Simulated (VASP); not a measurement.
Here is a VASP 6.6.1 calculation.

File INCAR:

```
SYSTEM = Al
  PREC = Accurate
  ENCUT = 520
  EDIFF = 1E-7
  ISMEAR = -1
  SIGMA = 0.05
  LREAL = .False.
  LASPH = .True.
  NELM = 100
  ALGO = Normal
  ISIF = 2
  LWAVE = .False.
  LCHARG = .True.
  GGA = PS
  LELF = .True.
  LVHAR = .True.
  NBANDS = 8
```

The input KPOINTS:

```
regular mesh
0
Gamma
  12 12 12
  0 0 0
```

File POSCAR:

```
Al
1.0
   -1.6989500000      1.5643060000      1.6007980000
    1.6309530000     -1.5829090000      1.5514040000
    1.6603660000      1.5443250000     -1.6194010000
Al
1
Direct
   -0.0006930000      0.0123870000      0.0058490000
```

Potentials or basis: VASP PAW PBE potentials, release 64 (Al).

The run is started by

```console
$ cat potpaw_PBE.64/Al/POTCAR > POTCAR
$ mpirun -np 1 vasp_std > vasp.out
```

Q: Predict the band gap on the k mesh.

A: None (metal or under the smearing width).

Q: What does it give for the pressure?

A: 2.4 GPa.

Stress tensor (GPa, compression positive):
```
3.52 0.47 1.41
0.47 1.86 0.59
1.41 0.59 1.89
```

Caveat: the PAW data sets were made with another functional, which shifts forces and pressure a little.
